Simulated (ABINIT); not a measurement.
An input for ABINIT 10.8.3 (BaS (Fm-3m)):

```
acell 3*1.0 Angstrom
rprim 
  -0.000000000000 3.193750000000 3.193750000000
  3.193750000000 -0.000000000000 3.193750000000
  3.193750000000 3.193750000000 -0.000000000000
ntypat 2
znucl 56 16
natom 2
typat 1 2
xred 
  0.000000000000 0.000000000000 0.000000000000
  0.500000000000 0.500000000000 0.500000000000
pp_dirpath "pseudos"
pseudos "Ba.upf, S.upf"
ecut 20
ngkpt 4 4 4
nshiftk 1
shiftk 0 0 0
kptopt 1
chksymbreak 0
istwfk *1
occopt 1
irdwfk 1
optdriver 4
nband 558
gwcalctyp 1
ecutsigx 20
symsigma 1
nkptgw 2
kptgw 
  0.0000000000 0.0000000000 0.0000000000
  0.5000000000 0.5000000000 0.0000000000
bdgw 
  6 12
  7 10
ecuteps 11.2
irdscr 1
nomegasi 12
omegasimax 25 eV
gwmem 01
indata_prefix "in"
outdata_prefix "out"
tmpdata_prefix "tmp"
```

```sh
OMP_NUM_THREADS=1 mpirun -n 4 abinit run.abi > log
```

Estimate wall time and host memory on 4 MPI ranks of Intel Xeon 6975P-C (Granite Rapids), shared host.

It took 3 min; on shared hardware allow 91 s to 6 min. Peak host memory was 4 GiB.

[Paths, hosts, dates, memory and timing lines, banners, echoed tables and standing remarks are left out of the program output.]

[Logs are printed without paths, hosts, clocks, repeated set-up lines and the standing remarks that a program may print on its own settings, such as how far it seeks lower states.]

[Runs of the session that timed out or met a known fault of the program may be left out.]

[Hosts, paths, dates, database ids (printed as entryN), source tags and the programs' standing remarks are cut or masked in the printed files.]

[G0W0 gaps are taken among the corrected bands and points alone; a level outside them can change the order at an edge.]

[Where Ansatz stands beside ABINIT at settings called matched, ABINIT's density can come from a denser mesh and the files from another edition; pairs whose starting gaps differed by over 0.03 eV were left out, so agreement reads better than it is.]
